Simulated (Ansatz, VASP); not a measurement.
Two plane-wave programs on AgCl

File INCAR:

```
SYSTEM = AgCl
PREC = Accurate
ENCUT = 520
EDIFF = 1E-6
ISMEAR = 0
SIGMA = 0.01
LREAL = .False.
LASPH = .True.
NELM = 100
ALGO = Normal
ISIF = 2
LWAVE = .False.
LCHARG = .False.
GGA = PS
NBANDS = 16
```

File KPOINTS:

```
regular mesh
0
Gamma
  4 4 4
  0 0 0
```

POSCAR

```
AgCl
1.0
    0.0000000000      2.9932461729      2.9932461729
    2.9932461729      0.0000000000      2.9932461729
    2.9932461729      2.9932461729      0.0000000000
Ag Cl
1 1
Direct
    0.0000000000      0.0000000000      0.0000000000
    0.2500000000      0.2500000000      0.2500000000
```

Input for Ansatz:

```yaml
crystal:
  lattice:
    - [0.0, 2.9932461729, 2.9932461729]
    - [2.9932461729, 0.0, 2.9932461729]
    - [2.9932461729, 2.9932461729, 0.0]
  atoms:
    - { symbol: Ag, position: [0.0, 0.0, 0.0] }
    - { symbol: Cl, position: [0.25, 0.25, 0.25] }
kpoints:
  mp_grid: { grid: [4, 4, 4] }
hamiltonian:
  xc: pbesol
scf:
  occupations: { method: fixed }
output:
  optics:
    e_range: [2, 15]
    de: 0.2
    sigma: 0.15
    scissors: 0.3
    scheme: gaussian
    bands: { spectra_wanted_up_to: 15 }
```

Alike in both runs: task single point; functional PBEsol; k mesh 4 × 4 × 4; no spin polarisation.

```csv
,VASP,Ansatz
version,VASP 6.6.1,Ansatz 0.2.0
potentials or method,"VASP PAW PBE potentials, release 64 (Ag, Cl)","plane waves, PAW"
plane-wave cutoff (eV),520,420
occupations,"gaussian, width 0.01 eV",fixed
valence electrons in the cell,18,26
```

```tsv
	VASP	Ansatz	Ansatz less VASP
gap on the k mesh at the Fermi level (eV)	1.10	1.10	+0.002
```

The two sets of potentials don't hold the same shells in valence.

Caveats: the k mesh is coarse (spacing up to 0.45 Å⁻¹), so the values aren't converged.
